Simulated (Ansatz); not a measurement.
## Electric field gradients in MoS2

The cell is a COD entry, atoms as given.

```
CELL_PARAMETERS angstrom
1.58150 0.91308 6.12333
-1.58150 0.91308 6.12333
0.00000 -1.82616 6.12333
ATOMIC_POSITIONS crystal
Mo 0.00000 0.00000 0.00000
S 0.25160 0.25160 0.25160
S 0.41510 0.41510 0.41510
```

Atoms are numbered from 1 in the order listed; like atoms form one site, named after its first atom.

Level of theory: DFT, PBE, plane waves and PAW, scalar-relativistic, collinear spin, 420 eV cutoff, Γ-centred 16×16×16 k-points, Fermi–Dirac smearing 0.02 eV (Ansatz 0.2.0). Start moments as typed (μB): 2 on each Mo, none on the rest.

V_zz is the principal component of the electric field gradient with the largest magnitude, η = (V_xx − V_yy)/V_zz and C_Q = eQV_zz/h. Directions are in the Cartesian axes of the cell vectors above, for the atom listed; none is given where the gradient is under 0.02 or η is above 0.95.

Question: What field gradients does the calculation give at each kind of site?

Answer: 

```tsv
site	first atom	first shell	V_zz (10²¹ V/m²)	η	direction of V_zz (x, y, z)
Mo	1	6 S at 2.36 Å	-9.08	0.00	0.00 0.00 1.00
S2	2	3 Mo at 2.36 Å	-6.39	0.00	0.00 0.00 1.00
S3	3	3 Mo at 2.36 Å	-6.25	0.00	0.00 0.00 1.00
```

An axis of threefold or higher order runs through Mo, S2 and S3, so V_zz lies along it and η is zero.

The calculated pressure of 9 GPa (PBE) comes largely from the unrelaxed atoms: it is 2.9 GPa once they are relaxed in the same cell. The largest force is 1.3 eV/Å, so the atoms aren't at the calculated equilibrium and relaxing them would move these values. Without spin–orbit coupling (the program notes it for Mo) the gradients can shift somewhat, as the gap is small. The start moments die out, and the run ends without spin.

Hardware: 1 thread of Intel Xeon Platinum 8488C (Sapphire Rapids) (x86_64; 16 cores open to the job, memory cap 3.0 GiB, no GPU), a shared host with a load of 0.4 a core. Wall time 98 s, CPU time 98 s, peak memory 1.1 GiB.
